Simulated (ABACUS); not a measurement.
# Ag in ABACUS: the effect of functional

Crystal: Ag.

```
Ag
1.0
     2.94940    0.00000    0.00000
    -1.47470    2.55426    0.00000
     0.00000    0.00000    4.82172
Ag
2
Direct
  0.66667 0.33333 0.75000
  0.33333 0.66667 0.25000
```

This isn't the form of Ag at room conditions, which is fcc.

The cell isn't the ideal one: volume scaled by 1.02.

Alike in all runs:

- Program: ABACUS 3.10.1
- Task: equation of state
- Potentials or basis: SG15 ONCV 1.2 PBE
- Cutoff: 1361 eV
- Density cutoff: 5442 eV
- Basis: DZP LCAO (the cutoffs set its grid)
- k mesh: 7 × 7 × 4
- Occupations: fermi-dirac, width 0.05 eV
- Spin: no spin polarisation

```csv
functional,pressure (GPa)
LDA,-12.8
PBEsol,-8.1
SCAN,?
r2SCAN,-5.1
```

What does the run with functional SCAN give?

Pressure -6.2 GPa.

Caveats: the atomic orbitals were generated for these runs and aren't a published set; the potentials were made for another functional, which shifts forces and pressure; the basis of atomic orbitals isn't converged, which shifts pressures, moduli and gaps.
